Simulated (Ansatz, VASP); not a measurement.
One calculation of TiC, two programs

File INCAR:

```
SYSTEM = TiC
PREC     = Accurate       ! precision mode
ENCUT    = 520            ! plane-wave cutoff, eV
EDIFF    = 1E-7           ! SCF threshold, eV
ISMEAR   = -1             ! smearing method
SIGMA    = 0.03           ! smearing width, eV
LREAL    = .FALSE.        ! projectors in reciprocal space
LASPH    = .TRUE.         ! aspherical terms in the spheres
NELM     = 80             ! most SCF steps
ALGO     = Normal         ! electronic algorithm
ISIF     = 2              ! what is computed and relaxed
LWAVE    = .FALSE.        ! write WAVECAR
LCHARG   = .FALSE.        ! write CHGCAR
GGA      = PE             ! functional
NBANDS   = 15             ! bands
```

The input KPOINTS:

```
regular mesh
0
G
  16 16 16
  0 0 0
```

POSCAR

```
TiC
1.0
    0.0000000000      2.1859701065      2.1207200000
    2.1859701065      0.0000000000      2.1207200000
    2.1859701065      2.1859701065      0.0000000000
Ti C
1 1
Direct
    0.0000000000      0.0000000000      0.0000000000
    0.5000000000      0.5000000000      0.5000000000
```

Input for Ansatz:

```yaml
crystal:
  lattice:
    - [0.0, 2.1859701065, 2.12072]
    - [2.1859701065, 0.0, 2.12072]
    - [2.1859701065, 2.1859701065, 0.0]
  atoms:
    - { symbol: Ti, position: [0.0, 0.0, 0.0] }
    - { symbol: C, position: [0.5, 0.5, 0.5] }
kpoints:
  mp_grid: { grid: [16, 16, 16] }
scf:
  occupations: { method: fermi_dirac, width: 0.03 }
hamiltonian:
  xc: pbe
  pseudopotentials: { kind: all_electron, lapw: { basis_error: 0.001 } }
output:
  forces: true
  stress: true
  eigenvalues: true
```

Change from the starting cell: z stretched by -2 % at fixed volume.

Alike in both runs: task single point; functional PBE; k mesh 16 × 16 × 16; occupations fermi-dirac, width 0.03 eV; no spin polarisation.

|  | VASP | Ansatz |
| --- | --- | --- |
| version | VASP 6.6.1 | Ansatz 0.2.0 |
| potentials or method | VASP PAW PBE potentials, release 64 (Ti_sv, C) | all-electron LAPW, scalar-relativistic |
| plane-wave cutoff (eV) | 520 | see its input |

```tsv
	VASP	Ansatz	Ansatz less VASP
pressure (GPa)	1.5	1.3	-0.23
largest component of the traceless stress (GPa)	8.35	8.31	-0.044
```

Ansatz ran all-electron here, so the differences hold the error of VASP's frozen core and of both bases.
